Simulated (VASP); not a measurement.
# Cs: convergence, energy difference of two geometries

Cs, Fm-3m (no. 225), 1 atom in the cell. PBE, energy difference of two geometries; PAW potentials Cs_sv (PBE set). VASP 6.6.1.

Wanted: energy difference within 0.5 meV/atom.

What the run is for: energy difference; Accuracy asked: standard; Second geometry: volume scaled by 0.94.

The series start from Plane-wave cutoff (eV): 290; Smearing width (eV): 0.1; k-point mesh: 8 × 8 × 8; Precision mode (PREC): Accurate; Electronic threshold (eV): 1e-6; Electronic algorithm: ALGO=Normal. Each series keeps the choices made before it, and each single choice may use up half of a tolerance. Times cover all steps of a run.

## Plane-wave cutoff (eV)

| Plane-wave cutoff (eV) | Energy difference (meV/atom) | Time (s) |
|---|---|---|
| 180 | -0.75 | 4.1 |
| 220 | -0.72 | 7.4 |
| 250 | -0.71 | 7.7 |
| 290 | -0.75 | 8.0 |
| 330 | -0.73 | 8.3 |
| 380 | -0.69 | 11 |
| 460 | -0.70 | 16 |
| 580 (reference) | -0.71 | 26 |

Chosen: 180, the loosest value from which every tighter one stays within half of the tolerance.

## Smearing width (eV)

| Smearing width (eV) | Energy difference (meV/atom) | Time (s) |
|---|---|---|
| 0.4 | -1.12 | 4.2 |
| 0.3 | -0.98 | 4.1 |
| 0.2 | -0.96 | 4.1 |
| 0.15 | -0.89 | 4.1 |
| 0.1 | -0.75 | 4.1 |
| 0.05 (reference) | -0.73 | 4.0 |

Chosen: 0.3.

## k-point mesh

| k-point mesh | Energy difference (meV/atom) | Time (s) |
|---|---|---|
| 3 × 3 × 3 | -6.15 | 2.4 |
| 4 × 4 × 4 | -0.85 | 2.6 |
| 5 × 5 × 5 | -2.49 | 2.8 |
| 7 × 7 × 7 | -2.17 | 3.5 |
| 8 × 8 × 8 | -0.98 | 4.1 |
| 10 × 10 × 10 | -1.22 | 5.4 |
| 12 × 12 × 12 | -1.15 | 7.1 |
| 14 × 14 × 14 (reference) | -1.25 | 9.4 |

Chosen: 10 × 10 × 10.

## Precision mode (PREC)

| Precision mode (PREC) | Energy difference (meV/atom) | Time (s) |
|---|---|---|
| SingleN | -4.34 | 4.8 |
| Normal | -1.00 | 4.8 |
| Single | 0.24 | 5.0 |
| Accurate (reference) | -1.22 | 5.4 |

Chosen: Accurate; the one before it in the list is off by more than half of the tolerance.

## Electronic threshold (eV)

| Electronic threshold (eV) | Energy difference (meV/atom) | Time (s) |
|---|---|---|
| 0.001 | -1.60 | 3.4 |
| 0.0001 | -1.21 | 4.7 |
| 1e-5 | -1.21 | 5.0 |
| 1e-6 | -1.22 | 5.4 |
| 1e-7 | -1.21 | 6.3 |
| 1e-8 (reference) | -1.21 | 7.1 |

Chosen: 0.0001.

## Electronic algorithm

| Electronic algorithm | Energy difference (meV/atom) | Time (s) |
|---|---|---|
| ALGO=Normal | -1.21 | 4.7 |
| ALGO=Fast | -1.21 | 4.2 |
| ALGO=VeryFast | -1.23 | 5.8 |
| ALGO=All ISEARCH=1 | -1.22 | 5.0 |
| ALGO=All ISEARCH=0 | -1.22 | 5.1 |
| ALGO=Damped TIME=0.4 | -1.22 | 5.1 |
| ALGO=Damped TIME=0.1 | -1.22 | 6.0 |
| ALGO=Old Fast | -1.22 | 4.4 |

Chosen: ALGO=Normal; no other choice that stays within half of the tolerance saves 30 % of the time.

## All choices together

| Input | Energy difference (meV/atom) | Time (s) |
|---|---|---|
| the program's defaults (naive) | -4.30 | 1.5 |
| chosen settings | -1.21 | 4.7 |
| reference settings throughout | -1.39 | 103 |

The tolerance is met.

## The input

INCAR:
```
ALGO     = Normal         # electronic algorithm
EDIFF    = 1E-4           # SCF threshold, eV
ENCUT    = 180            # plane-wave cutoff, eV
GGA      = PE             # functional
GGA_COMPAT= False        
ISIF     = 2              # what is computed and relaxed
ISMEAR   = 1              # smearing method
LASPH    = True           # aspherical terms in the spheres
LCHARG   = False          # write CHGCAR
LREAL    = False          # projectors in reciprocal space
LWAVE    = False          # write WAVECAR
NELM     = 120            # most SCF steps
PREC     = Accurate       # precision mode
SIGMA    = 0.3            # smearing width, eV
```

KPOINTS:
```
Automatic mesh
0
Gamma
  10 10 10
  0 0 0
```

POSCAR.step1:
```
Cs
1.0
    0.0000000000      3.9483357400      3.9483357400
    3.9483357400      0.0000000000      3.9483357400
    3.9483357400      3.9483357400      0.0000000000
Cs
1
Direct
    0.0000000000      0.0000000000      0.0000000000
```

POSCAR.step2:
```
Cs
1.0
    0.0000000000      3.8677348434      3.8677348434
    3.8677348434      0.0000000000      3.8677348434
    3.8677348434      3.8677348434      0.0000000000
Cs
1
Direct
    0.0000000000      0.0000000000      0.0000000000
```

Commands (each step's output is kept before the next begins):
```
cat potpaw_PBE.64/Cs_sv/POTCAR > POTCAR
cp POSCAR.step1 POSCAR
mpirun -np 1 vasp_std > vasp.out
cp POSCAR.step2 POSCAR
mpirun -np 1 vasp_std > vasp.out
```

The chosen input took VASP 6.6.1 4.7 s on 1 core (Intel Xeon 6975P-C (Granite Rapids)), a shared host.

## An input that fails: one k point for a small cell

It runs to its end, but against the unchanged starting input it is off by 13.14 meV/atom in the energy difference.

k mesh: 8 × 8 × 8 becomes 1 × 1 × 1.

Changes against the starting input:
```
(all steps)
- NELM = 120
+ NELM = 83
```
